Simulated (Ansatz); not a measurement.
## CdTe under changes of volume

One of the cells (32.922 Å³/atom); the others are scaled copies at fixed shape and fractional positions:

```xyz
2
Lattice="0.0000 3.2050 3.2050 3.2050 0.0000 3.2050 3.2050 3.2050 0.0000" Properties=species:S:1:pos:R:3 pbc="T T T"
Te    4.8075    4.8075    4.8075
Cd    0.0000    0.0000    0.0000
```

| Quantity | Value |
| --- | --- |
| Program | Ansatz 0.2.0 |
| Functional | PBE |
| Potentials or basis | all-electron LAPW, scalar-relativistic |
| Cutoff | 280 eV (chosen from the basis error) |
| Basis error allowed | 0.0005 eV/atom |
| k mesh | 7 × 7 × 7 |
| Occupations | fermi-dirac, width 0.05 eV |
| Spin | no spin polarisation |

```tsv
volume (Å³/atom)	energy over the lowest point (meV/atom)	pressure (GPa)	gap on the mesh (eV)
30.947	109.28	8.1	1.06
31.605	78.95	6.7	1.00
32.263	54.15	5.4	0.93
32.922	34.34	4.3	0.87
33.580	19.01	3.2	0.81
34.239	?	?	?
34.897	0.00	1.5	0.70
```

Q: What does the run at 34.239 Å³/atom give?

A: Energy over the lowest point 7.69 meV/atom; pressure 2.3 GPa; gap on the mesh 0.75 eV.

Worked out: A Birch-Murnaghan fit of order 3 (a polynomial in V^(-2/3)) to the other rows has no minimum within the range. It gives 7.69 meV/atom at 34.239 Å³/atom, against the run's 7.69, and -dE/dV = 2.3 GPa, against 2.3. A straight line through the other rows of the gap, of slope -3.02 eV per unit of ln V (its deformation potential), gives 0.75 eV, against the run's 0.75.

Energies are extrapolated to zero smearing.

Caveats: spin-orbit coupling is left out, which moves the levels of the heavy elements.
